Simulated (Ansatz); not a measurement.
Crystal: SnO2 (Cassiterite).

```
CELL_PARAMETERS angstrom
4.73800 0.00000 0.00000
0.00000 4.73800 0.00000
0.00000 0.00000 3.18650
ATOMIC_POSITIONS crystal
Sn 0.50000 0.50000 0.50000
Sn 0.00000 0.00000 0.00000
O 0.80710 0.19290 0.50000
O 0.69290 0.69290 0.00000
O 0.19290 0.80710 0.50000
O 0.30710 0.30710 0.00000
```

Base run:

| Property | Result |
| --- | --- |
| Program | Ansatz 0.2.0 |
| Functional | BLYP |
| Potentials or basis | Ansatz PAW |
| Cutoff | 420 eV (not typed: the program's choice for these potentials) |
| k mesh | 6 × 6 × 8 |
| Occupations | fermi-dirac, width 0.05 eV |
| Spin | no spin polarisation |

Its results: band gap on the k mesh 1.32 eV, direct; pressure 16.7 GPa; largest force 0.347 eV/Å.

Problem. After a change of settings the same cell gave: band gap on the k mesh 1.96 eV, direct; pressure 3.3 GPa; largest force 0.242 eV/Å. Which change was it?
A. functional from BLYP to PBE
B. functional from BLYP to r2SCAN; cutoff from 420 eV (not typed: the program's choice for these potentials) to 500 eV (not typed: the program's choice for these potentials)
C. functional from BLYP to RPBE
D. functional from BLYP to PBEsol

Solution. B.

r2SCAN gives the wider gap, since meta-GGAs in the generalised Kohn-Sham scheme recover part of the derivative discontinuity.

Caveats: spin-orbit coupling is left out, which moves the levels of the heavy elements; the PAW data sets come from PBE, with cores solved anew for the run's functional, which leaves a small shift of forces and pressure.
